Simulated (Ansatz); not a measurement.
The system is Ge.

```xyz
2
Lattice="0.0000 2.8289 2.8289 2.8289 0.0000 2.8289 2.8289 2.8289 0.0000" Properties=species:S:1:pos:R:3 pbc="T T T"
Ge    4.2434    4.2434    4.2434
Ge    2.8289    2.8289    2.8289
```

Base run:

* Program: Ansatz 0.2.0
* Functional: PBEsol
* Potentials or basis: Ansatz PAW
* Cutoff: 420 eV (not typed: the program's choice for these potentials)
* k mesh: 8 × 8 × 8
* Occupations: fermi-dirac, width 0.05 eV
* Spin: no spin polarisation

Its results: band gap on the k mesh none (metal or under the smearing width); pressure 0.6 GPa.

Question: The run is repeated on the same cell with these changes: functional from PBEsol to PBE; k mesh from 8 × 8 × 8 to 4 × 4 × 4. What comes out?

Answer: Band gap on the k mesh none (metal or under the smearing width); pressure 4.3 GPa.

Several settings changed at once, so the effect can't be laid on one alone.

Caveats: some runs use coarse meshes; this crystal is a semiconductor, whose small gap the functional closes, so the metal is an error of the method; the PAW data sets come from PBE, with cores solved anew for the run's functional, which leaves a small shift of forces and pressure (some runs).
